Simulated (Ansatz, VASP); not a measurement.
One calculation of MgI2, two programs

```xyz
3
Lattice="4.2072 0.0000 -0.1542 -2.1036 3.6435 0.0771 -0.2863 0.0000 7.4993" Properties=species:S:1:pos:R:3 pbc="T T T"
Mg    0.0000    0.0000    0.0000
I    -0.3393    2.4315    5.8301
I     2.1566    1.2121    1.5921
```

Change from the starting cell: engineering shear strain xz -0.0733, normal strain along z -0.0400.

Alike in both runs: functional PBE; k mesh 6 × 6 × 4; occupations gaussian, width 0.05 eV; no spin polarisation.

Ansatz relaxed the structure, and its values are those at the end. VASP's run is a single point on that final structure, the one shown.

|  | VASP | Ansatz |
| --- | --- | --- |
| version | VASP 6.6.1 | Ansatz 0.2.0 |
| potentials or method | VASP PAW PBE potentials, release 64 (Mg, I) | scalar-relativistic, plane waves, PAW |
| plane-wave cutoff (eV) | 520 | 520 |
| valence electrons in the cell | 16 | 44 |

```csv
,VASP,Ansatz,Ansatz less VASP
gap on the k mesh at the Fermi level (eV),3.54,3.56,+0.017
least direct gap on the mesh (eV),3.69,3.70,+0.015
pressure (GPa),0.0,0.1,+0.05
rms of the force components (eV/Å),0.007,0.004,-0.0034
```

The functional is the same, so the differences come from potentials, cutoffs and numerics. The two sets of potentials don't hold the same shells in valence. Ansatz warned: «stress_scf_threshold_loose».

Caveats: spin-orbit coupling is left out, which moves the levels of the heavy elements. A k mesh can miss the band edges.
